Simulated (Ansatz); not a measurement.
## Pressure coefficients of GaP

```
Ga P
1.0
     0.00000    2.72525    2.72525
     2.72525    0.00000    2.72525
     2.72525    2.72525    0.00000
Ga P
1 1
Direct
  0.00000 0.00000 0.00000
  0.75000 0.75000 0.75000
```

The conventional cell has a = 5.451 Å, b = 5.451 Å, c = 5.451 Å, α = 90.00°, β = 90.00°, γ = 90.00°. Ga (atom 1) is surrounded by 4 P at 2.36 Å. P (atom 2) has 4 Ga at 2.36 Å as nearest neighbours.

The cell is COD entry 9008846, as deposited and not checked against the literature; nothing was relaxed.

Level of theory: DFT, PBE, all-electron LAPW, scalar-relativistic in Ansatz 0.2.0.

Sampling and basis: a Γ-centred 10×10×10 k mesh, Fermi–Dirac smearing of 0.05 eV, basis error target 0.5 meV/atom, no spin polarisation.

The cell is scaled evenly with fractional coordinates held. Semilocal gaps are too small, but their slopes carry over better.

```
V/V(cell)  P (GPa)  gap on the k mesh (eV)
   0.9400     8.69                   1.496
   0.9405     8.63                   1.497
   0.9600     6.40                   1.536
   0.9800     4.34                   1.573
   0.9900     3.38                   1.591
   1.0000     2.48                   1.607
   1.0100     1.63                   1.624
   1.0200     0.82                   1.617
   1.0400    -0.67                   1.509
```

Task: From the rows at 0.9900 and 1.0100, what is the bulk modulus at the cell's volume?

Result: B = −ΔP/Δln V = −[(1.63) − (3.38)]/0.02000 = 87.5 GPa.

Task: What are the gap's volume deformation potential and pressure coefficient?

Result: dEg/dln V = (1.624 − 1.591)/0.02000 = 1.65 eV, and dEg/dP = −(dEg/dln V)/B = -19 meV/GPa: pressure narrows the gap.

Task: Predict the row at V/V(cell) = 1.0600. How far is a linear estimate of P off?

Result: P = -2.02 GPa, gap 1.356 eV. The linear estimate P(cell) − B ln(V/V(cell)) = -2.62 GPa misses by 0.60 GPa, since the modulus falls on expansion.
